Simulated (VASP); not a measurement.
# P (Cmce) in VASP: phonons with PBE+D3(BJ)

Aim: the phonons of P with PBE+D3(BJ).

All numbers are computed with VASP 6.6.1; they aren't measurements. Logs are shortened: lines on timing, memory, paths and dates and some standing lists are left out, and cuts for length are marked.

## 1. Starting point

The structure is orthorhombic, space group Cmce (No. 64). The conventional cell has a = 3.316 Å, b = 10.484 Å, c = 4.379 Å, α = 90.00°, β = 90.00°, γ = 90.00°. P (site symmetry m) has 3 P at 2.22 to 2.24 Å as nearest neighbours.

## 2. Phonons, PBE+D3(BJ)

File POSCAR:

```
P
1.0
    1.6582000000     -5.2420000000      0.0000000000
    1.6582000000      5.2420000000      0.0000000000
    0.0000000000      0.0000000000      4.3793000000
P
4
Direct
    0.8983800000      0.1016200000      0.0806800000
    0.6016200000      0.3983800000      0.5806800000
    0.1016200000      0.8983800000      0.9193200000
    0.3983800000      0.6016200000      0.4193200000
```

File INCAR.step1:

```
  PREC = Accurate
  ENCUT = 600
  EDIFF = 1E-8
  ISMEAR = 0
  SIGMA = 0.1
  LREAL = F
  LASPH = T
  NELM = 80
  ALGO = Fast
  ISIF = 3
  LWAVE = F
  LCHARG = F
  GGA = PE
  IVDW = 12
  IBRION = 2
  NSW = 40
  EDIFFG = -0.002
```

File INCAR.step2:

```
  PREC = Accurate
  ENCUT = 600
  EDIFF = 1E-8
  ISMEAR = 0
  SIGMA = 0.1
  LREAL = F
  LASPH = T
  NELM = 80
  ALGO = Fast
  ISIF = 2
  LWAVE = F
  LCHARG = F
  GGA = PE
  IVDW = 12
  IBRION = 6
  NFREE = 2
  POTIM = 0.015
  NSW = 1
```

File KPOINTS:

```
regular mesh
0
Gamma
  10 10 7
```

Potentials or basis: VASP PAW PBE potentials, release 64 (P).

Run with:

```bash
> cat potpaw_PBE.64/P/POTCAR > POTCAR
> cp INCAR.step1 INCAR
> mpirun -np 1 vasp_std > vasp.out
> cp CONTCAR POSCAR
> cp INCAR.step2 INCAR
> mpirun -np 1 vasp_std > vasp.out
```

OUTCAR:

```text
PREC = Accurate
   ENCUT = 600
   EDIFF = 1E-8
   ISMEAR = 0
   LREAL = F
   LASPH = T
   NELM = 80
   ISIF = 2
   GGA = PE
   IVDW = 12
   IBRION = 6
   NFREE = 2
   POTIM = 0.015
   NSW = 1
 IVDW          = 12

 ion  position               nearest neighbor table
   1  0.894  0.106  0.073-   4 2.22   4 2.22   3 2.25
   2  0.606  0.394  0.573-   3 2.22   3 2.22   4 2.25
   3  0.106  0.894  0.927-   2 2.22   2 2.22   1 2.25
   4  0.394  0.606  0.427-   1 2.22   1 2.22   2 2.25

  LATTYP: Found a base centered orthorhombic cell.
 ALAT       =     3.3164440944
 B/A-ratio  =     3.0750033083
 C/A-ratio  =     1.2589656304

  Lattice vectors:

 A1 = (   1.6582220472,  -5.0990382810,   0.0000000000)
 A2 = (   1.6582220472,   5.0990382810,   0.0000000000)
 A3 = (   0.0000000000,   0.0000000000,   4.1752891299)

Analysis of symmetry for initial positions (statically):
=====================================================================
 Subroutine PRICEL returns:
 Original cell was already a primitive cell.

 Routine SETGRP: Setting up the symmetry group for a
 base centered orthorhombic supercell.

 Subroutine GETGRP returns: Found  8 space group operations
 (whereof  4 operations were pure point group operations)
 out of a pool of  8 trial point group operations.

The static configuration has the point symmetry C_2h.
 The point group associated with its full space group is D_2h.

Analysis of symmetry for dynamics (positions and initial velocities):
=====================================================================
 Subroutine PRICEL returns:
 Original cell was already a primitive cell.

 Routine SETGRP: Setting up the symmetry group for a
 base centered orthorhombic supercell.

 Subroutine GETGRP returns: Found  8 space group operations
 (whereof  4 operations were pure point group operations)
 out of a pool of  8 trial point group operations.

The dynamic configuration has the point symmetry C_2h.
 The point group associated with its full space group is D_2h.

 Subroutine INISYM returns: Found  8 space group operations
 (whereof  4 operations are pure point group operations),
 and found     1 'primitive' translations

----------------------------------------------------------------------------------------

                                     Primitive cell

  volume of cell :      70.6070

  direct lattice vectors                    reciprocal lattice vectors
     1.658222047 -5.099038281  0.000000000     0.301527772 -0.098057707  0.000000000
     1.658222047  5.099038281  0.000000000     0.301527772  0.098057707  0.000000000
     0.000000000  0.000000000  4.175289130     0.000000000  0.000000000  0.239504372

  length of vectors
     5.361892553  5.361892553  4.175289130     0.317071461  0.317071461  0.239504372

  position of ions in fractional coordinates (direct lattice)
     0.893962513  0.106037487  0.072735264
     0.606037487  0.393962513  0.572735264
     0.106037487  0.893962513  0.927264736
     0.393962513  0.606037487  0.427264736

  ion indices of the primitive-cell ions
   primitive index   ion index
                 1           1
                 2           2
                 3           3
                 4           4

----------------------------------------------------------------------------------------

 KPOINTS: regular mesh

Automatic generation of k-mesh.
 Grid dimensions read from file:
 generate k-points for:   10   10    7

 Generating k-lattice:

  Cartesian coordinates                     Fractional coordinates (reciprocal lattice)
     0.030152777 -0.009805771  0.000000000     0.100000000  0.000000000  0.000000000
     0.030152777  0.009805771  0.000000000     0.000000000  0.100000000  0.000000000
     0.000000000  0.000000000  0.034214910     0.000000000  0.000000000  0.142857143

  Length of vectors
     0.031707146  0.031707146  0.034214910

  Shift w.r.t. Gamma in fractional coordinates (k-lattice)
     0.000000000  0.000000000  0.000000000

 Subroutine IBZKPT returns following result:
 ===========================================

 Found    124 irreducible k-points:

 Following reciprocal coordinates:
            Coordinates               Weight
  0.000000  0.000000  0.000000      1.000000
  0.100000  0.000000  0.000000      4.000000
  0.200000  0.000000  0.000000      4.000000
  0.300000 -0.000000  0.000000      4.000000
  0.400000 -0.000000  0.000000      4.000000
  0.500000 -0.000000  0.000000      2.000000
[... 16 lines left out ...]
  0.300000  0.300000  0.000000      2.000000
  0.400000  0.300000  0.000000      4.000000
 [... further k-points ...]
   k-points           NKPTS =    124   k-points in BZ     NKDIM =    124   number of bands    NBANDS=     14
   number of dos      NEDOS =    301   number of ions     NIONS =      4
   total plane-waves  NPLWV =  82944
   dimension x,y,z NGX =    48 NGY =   48 NGZ =   36
   dimension x,y,z NGXF=    96 NGYF=   96 NGZF=   72
   ions per type =               4
   NGX,Y,Z   is equivalent  to a cutoff of  14.88, 14.88, 14.33 a.u.
   NGXF,Y,Z  is equivalent  to a cutoff of  29.76, 29.76, 28.67 a.u.
 SYSTEM =  unknown system
   PREC   = accura    normal or accurate (medium, high low for compatibility)
   ISTART =      0    job   : 0-new  1-cont  2-samecut
   ICHARG =      2    charge: 1-file 2-atom 10-const
   ISPIN  =      1    spin polarized calculation?
   LNONCOLLINEAR =      F non collinear calculations
   LSORBIT =      F    spin-orbit coupling
   LASPH  =      T    aspherical Exc in radial PAW
   ENCUT  =  600.0 eV  44.10 Ry    6.64 a.u.  10.71 10.71  8.34*2*pi/ulx,y,z
   NELM   =     80;   NELMIN=  2; NELMDL=  0     # of ELM steps
   EDIFF  = 0.1E-07   stopping-criterion for ELM
   LREAL  =      F    real-space projection
   EDIFFG = 0.1E-06   stopping-criterion for IOM
   NSW    =     85    number of steps for IOM
   IBRION =      6    ionic relax: 0-MD 1-quasi-New 2-CG
   NFREE  =      2    steps in history (QN), initial steepest desc. (CG)
   ISIF   =      2    stress and relaxation
   ISYM   =      2    0-nonsym 1-usesym 2-fastsym
   POTIM  = 0.0150    time-step for ionic-motion
   TEBEG  =    0.0;   TEEND  =   0.0 temperature during run
   PSTRESS=    0.0 pullay stress
   NELECT =      20.0000    total number of electrons
   NUPDOWN=      -1.0000    fix difference up-down
   EMIN   =  10.00;   EMAX   =-10.00  energy-range for DOS
   EFERMI =   0.00;   METHOD = LEGACY
   ISMEAR =     0;   SIGMA  =   0.10  broadening in eV -4-tet -1-fermi 0-gaus
   EFERMI_NEDOS =   21; number of points for ismear=-14 and -15
   IALGO  =     68    algorithm
   IMIX   =      4    mixing-type and parameters
     AMIX     =   0.40;   BMIX     =  1.00
     AMIX_MAG =   1.60;   BMIX_MAG =  1.00
  volume/ion in A,a.u.               =      17.65       119.12
  Fermi-wavevector in a.u.,A,eV,Ry     =   1.075150  2.031739 15.727616  1.155947
  Thomas-Fermi vector in A             =   2.210998
   LORBIT       =      0    0 simple, 1 ext, 2 COOP (PROOUT), +10 PAW based schemes
   GGA     = PE    functional components
   LHFCALC =     F    Hartree Fock is set to
   AEXX    =    0.0000 exact exchange contribution
   IVDW    =    12    specifies the selected vdW correction
   LEPSILON=     F    determine dielectric tensor
   LRPA    =     F    only Hartree local field effects (RPA)
 finite differences with symmetry
 non-spin polarized calculation
 RMM-DIIS sequential band-by-band and
 Gauss-broadening in eV      SIGMA  =   0.10
  energy-cutoff  :      600.00
  volume of cell :       70.61
 maximum number of plane-waves:      2391
 NGX is ok and might be reduce to    48
   NGX = 21   NGY = 21   NGZ = 17

--------------------------------------- Ionic step        1  -------------------------------------------

 number of electron      20.0000000 magnetization

 Free energy of the ion-electron system (eV)
  ---------------------------------------------------
  ext. energy  EPLUGINS =         0.00000000
  ---------------------------------------------------
  free energy    TOTEN  =       -21.37907416 eV

  energy without entropy =      -21.37799965  energy(sigma->0) =      -21.37853690

------------------------ aborting loop because EDIFF is reached ----------------------------------------

 Edisp (eV)   -1.59028

 E8    (eV) :    -0.6022
[... 243 lines left out ...]
--------------------------------------- Ionic step        7  -------------------------------------------

 number of electron      20.0000000 magnetization

 Free energy of the ion-electron system (eV)
  ---------------------------------------------------
  ext. energy  EPLUGINS =         0.00000000
  ---------------------------------------------------
  free energy    TOTEN  =       -21.37762852 eV

  energy without entropy =      -21.37649518  energy(sigma->0) =      -21.37706185

 E-fermi :   7.4301     XC(G=0): -10.2569

 val. band max:        7.3681121517   @ k =  -0.4000   0.3000   0.0000
 cond. band min:       7.4540441132   @ k =   0.5000   0.1000   0.0000
 fundamental gap:      0.0859319615
 Fermi energy:         7.4301110777

 k-point     1 :       0.0000    0.0000    0.0000
  band No.  band energies     occupation
      1      -8.6190      2.00000
      2      -5.2577      2.00000
      3      -1.7961      2.00000
      4       0.1009      2.00000
      5       2.2600      2.00000
      6       3.1224      2.00000
      7       3.3375      2.00000
      8       4.5153      2.00000
      9       4.7788      2.00000
     10       6.0055      2.00000
     11       8.4354      0.00000
     12       8.6570      0.00000
     13       9.3330      0.00000
     14      10.8162      0.00000
[... 377 lines left out ...]
      1      -7.2278      2.00000
      2      -5.0060      2.00000
      3      -3.3727      2.00000
      4       0.3033      2.00000
      5       1.8331      2.00000
      6       2.2730      2.00000
      7       2.7301      2.00000
      8       3.8604      2.00000
      9       5.7516      2.00000
     10       5.8310      2.00000
     11       7.5745      0.04117
     12       8.2211      0.00000
     13       9.3027      0.00000
     14      10.6524      0.00000

 [... further k-points ...]

------------------------ aborting loop because EDIFF is reached ----------------------------------------

 Edisp (eV)   -1.59029

 E8    (eV) :    -0.6022
[... 27 lines left out ...]
  FREE ENERGIE OF THE ION-ELECTRON SYSTEM (eV)
  ---------------------------------------------------
  free  energy   TOTEN  =       -22.9679186045 eV

  energy  without entropy=      -22.9667852638  energy(sigma->0) =      -22.96735193

 INTERNAL STRAIN TENSORS FROM DISPLACED ATOMS
 ============================================

 INTERNAL STRAIN TENSOR FOR ION    1 for displacements in x,y,z  (eV/Angst):
          X           Y           Z          XY          YZ          ZX
  --------------------------------------------------------------------------------
  x     0.00000     0.00000     0.00000    -4.06621     0.00000    11.25771
  y    -2.05038   -14.91537    -2.69629     0.00000     0.47209     0.00000
  z     4.50586    -1.96314    13.83703     0.00000    -5.41948     0.00000

 INTERNAL STRAIN TENSOR FOR ION    4 for displacements in x,y,z  (eV/Angst):
          X           Y           Z          XY          YZ          ZX
  --------------------------------------------------------------------------------
  x     0.00000     0.00000     0.00000    -4.06621     0.00000   -11.25771
  y    -2.05038   -14.91537    -2.69629     0.00000    -0.47209     0.00000
  z    -4.50586     1.96314   -13.83703     0.00000    -5.41948     0.00000

 Eigenvectors and eigenvalues of the dynamical matrix
 ----------------------------------------------------

   1 f  =   13.890587 THz    87.277133 2PiTHz  463.340111 cm-1    57.446826 meV
             X         Y         Z           dx          dy          dz
      1.658222 -4.017660  0.303691     0.000000    0.000004   -0.500000
      1.658222 -1.081378  2.391335     0.000000    0.000004    0.500000
      1.658222  4.017660  3.871598    -0.000000    0.000004   -0.500000
      1.658222  1.081378  1.783954    -0.000000    0.000004    0.500000
[... 57 lines left out ...]
  10 f  =    0.000000 THz     0.000001 2PiTHz    0.000003 cm-1     0.000000 meV
             X         Y         Z           dx          dy          dz
      1.658222 -4.017660  0.303691     0.500000    0.000000    0.000000
      1.658222 -1.081378  2.391335     0.500000    0.000000    0.000000
      1.658222  4.017660  3.871598     0.500000    0.000000    0.000000
      1.658222  1.081378  1.783954     0.500000    0.000000    0.000000

  11 f/i=    0.000104 THz     0.000654 2PiTHz    0.003470 cm-1     0.000430 meV
             X         Y         Z           dx          dy          dz
      1.658222 -4.017660  0.303691    -0.000000    0.500000    0.000004
      1.658222 -1.081378  2.391335    -0.000000    0.500000   -0.000004
      1.658222  4.017660  3.871598    -0.000000    0.500000    0.000004
      1.658222  1.081378  1.783954    -0.000000    0.500000   -0.000004

  12 f/i=    0.002955 THz     0.018569 2PiTHz    0.098582 cm-1     0.012223 meV
             X         Y         Z           dx          dy          dz
      1.658222 -4.017660  0.303691     0.000000    0.000541   -0.500000
      1.658222 -1.081378  2.391335     0.000000   -0.000541   -0.500000
      1.658222  4.017660  3.871598     0.000000    0.000541   -0.500000
      1.658222  1.081378  1.783954     0.000000   -0.000541   -0.500000

 ELASTIC MODULI CONTR FROM IONIC RELAXATION (kBar)
 Direction    XX          YY          ZZ          XY          YZ          ZX
 --------------------------------------------------------------------------------
 XX        -122.3891   -181.3062   -322.4108     -0.0000     -0.0000     -0.0000
 YY        -181.3062  -1255.2693   -252.9132      0.0000      0.0000      0.0000
 ZZ        -322.4108   -252.9132   -900.5031     -0.0000     -0.0000     -0.0000
 XY          -0.0000      0.0000     -0.0000   -399.2927     -0.0000     -0.0000
 YZ          -0.0000      0.0000     -0.0000     -0.0000   -485.2938     -0.0000
 ZX          -0.0000      0.0000     -0.0000     -0.0000     -0.0000   -564.2988
 --------------------------------------------------------------------------------
```

Wall time 86 min (1 thread of AMD EPYC 7R13 (Zen 3), shared host); peak memory 0.64 GiB.

What came out:

* Relaxed volume: 17.65 Å³/atom
* Relaxed cell: a = 5.362 Å, b = 5.362 Å, c = 4.175 Å, α = 90.00°, β = 90.00°, γ = 143.97°
* Space group after relaxing (to 0.05 Å): Cmce (No. 64)
* Highest phonon frequency at Γ: 463 cm⁻¹
* Dispersion energy per atom: -0.398 eV

The path:
| step | energy change (eV) | largest force (eV/Å) | pressure (GPa) | volume (Å³) |
| --- | --- | --- | --- | --- |
| 1 | 0.0000 | 0.0721 | -1.42 | 76.13 |
| 2 | -0.0083 | 0.2276 | 0.39 | 74.28 |
| 3 | -0.0085 | 0.2055 | 0.15 | 74.52 |
| 4 | -0.0156 | 0.1143 | 0.02 | 73.86 |
| 5 | -0.0200 | 0.0994 | -0.16 | 72.78 |
| 6 | -0.0255 | 0.0728 | -0.13 | 72.20 |
| 7 | -0.0326 | 0.0372 | 0.02 | 70.46 |
| 8 | -0.0329 | 0.0159 | 0.05 | 70.54 |
| 9 | -0.0329 | 0.0124 | 0.05 | 70.53 |
| 10 | -0.0330 | 0.0046 | 0.00 | 70.59 |
| 11 | -0.0330 | 0.0072 | 0.00 | 70.60 |
| 12 | -0.0330 | 0.0053 | -0.01 | 70.61 |
| 13 | -0.0330 | 0.0013 | -0.02 | 70.62 |
| 14 | -0.0330 | 0.0015 | -0.02 | 70.62 |
| 15 | -0.0330 | 0.0057 | 0.03 | 70.58 |
| 16 | -0.0330 | 0.0022 | 0.01 | 70.60 |
| 17 | -0.0330 | 0.0014 | 0.00 | 70.61 |

Final structure:
```
P
1.0
     1.65822   -5.09904    0.00000
     1.65822    5.09904    0.00000
     0.00000    0.00000    4.17529
P
4
Direct
  0.89396 0.10604 0.07274
  0.60604 0.39396 0.57274
  0.10604 0.89396 0.92726
  0.39396 0.60604 0.42726
```

Phonon frequencies in cm⁻¹ (negative: imaginary):
```csv
q point,frequencies
"(0.000, 0.000, 0.000)",0 0 0 91 182 219 364 405 418 423 448 463
```
